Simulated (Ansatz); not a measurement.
# MgO: the cost of one run

Method: DFT PBEsol, scalar-relativistic, plane waves, PAW, in Ansatz 0.2.0.

The COD cell was measured well above room temperature, so it is larger than a cold one.

5 further runs of the same task are left out: 5 set aside as unsound or not needed.

## 1. The system as given

Symmetry: Fm-3m, No. 225, cubic system. Conventional cell: a = 4.214 Å, b = 4.214 Å, c = 4.214 Å, α = 90.00°, β = 90.00°, γ = 90.00°. Around Mg (site symmetry m-3m) lie 6 O at 2.11 Å. O (site symmetry m-3m) is surrounded by 6 Mg at 2.11 Å.

Structure file:

```xyz
2
Lattice="0.0000 2.1071 2.1071 2.1071 0.0000 2.1071 2.1071 2.1071 0.0000" Properties=species:S:1:pos:R:3 pbc="T T T"
Mg    0.0000    0.0000    0.0000
O     2.1071    2.1071    2.1071
```

It is the result of an earlier relaxation at this level (volume 9.36 Å³/atom; gap on the mesh: 4.62 eV).

## 2. Zone-centre modes

Input file input.yaml:

```yaml
crystal:
  lattice:
    - [0.0, 2.1115737227, 2.1115737227]
    - [2.1115737227, 0.0, 2.1115737227]
    - [2.1115737227, 2.1115737227, 0.0]
  atoms:
    - { symbol: Mg, position: [0.0, 0.0, 0.0] }
    - { symbol: O, position: [0.5, 0.5, 0.5] }
basis:
  ecutwfc: 420
kpoints:
  mp_grid: { grid: [10, 10, 10] }
hamiltonian:
  xc: pbesol
scf:
  occupations: { method: fixed }
output:
  eigenvalues: true
phonons:
  method: dfpt
  dielectric: true
  rigid_motions: translations
  eigenvectors: true
```

Run with:

```sh
ansatz run input.yaml --threads 1 --pin off --max-ram 3072MiB --backend cpu --events-out ev --progress --plain --runs-dir out
```

What time and memory should one allow on 1 thread of Intel Xeon at 2.70GHz, shared host?

About 8.7 s, with a peak of 0.39 GiB.
